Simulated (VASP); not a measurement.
Write the native input for VASP 6.6.1 that does the following.

```yaml
Task: single point
Functional: PBE
Potentials_or_basis: VASP PAW PBE potentials, release 64 (Hf_pv, C)
Cutoff: 520 eV
k_mesh: 16 × 16 × 16
Occupations: gaussian, width 0.1 eV
Spin: no spin polarisation
Further_INCAR_settings: ALGO = Fast; EDIFF = 1e-07; NBANDS = 14
```

The structure of HfC lies in POSCAR:

```
HfC
1.0
    0.0000000000      2.3250000000      2.3250000000
    2.3250000000      0.0000000000      2.3250000000
    2.3250000000      2.3250000000      0.0000000000
Hf C
1 1
Direct
    0.5000000000      0.5000000000      0.5000000000
    0.0000000000      0.0000000000      0.0000000000
```

The input as run:

INCAR

```
PREC = Accurate
ENCUT = 520
EDIFF = 1E-7
ISMEAR = 0
SIGMA = 0.1
LREAL = False
LASPH = True
NELM = 100
ALGO = Fast
ISIF = 2
LWAVE = False
LCHARG = False
GGA = PE
NBANDS = 14
```

KPOINTS

```
regular mesh
0
Gamma
  16 16 16
```

Potentials or basis: VASP PAW PBE potentials, release 64 (Hf_pv, C).

Command:

```bash
$ cat potpaw_PBE.64/Hf_pv/POTCAR potpaw_PBE.64/C/POTCAR > POTCAR
$ mpirun -np 1 vasp_std > vasp.out
```

Results of the run:

| Item | Value |
| --- | --- |
| Pressure | -0.4 GPa |
| Band gap on the k mesh | none (metal or under the smearing width) |

It took 27 s on 1 thread of AMD EPYC 9R45 96-Core Processor (Zen 5), on a shared host, peak memory 0.15 GiB.
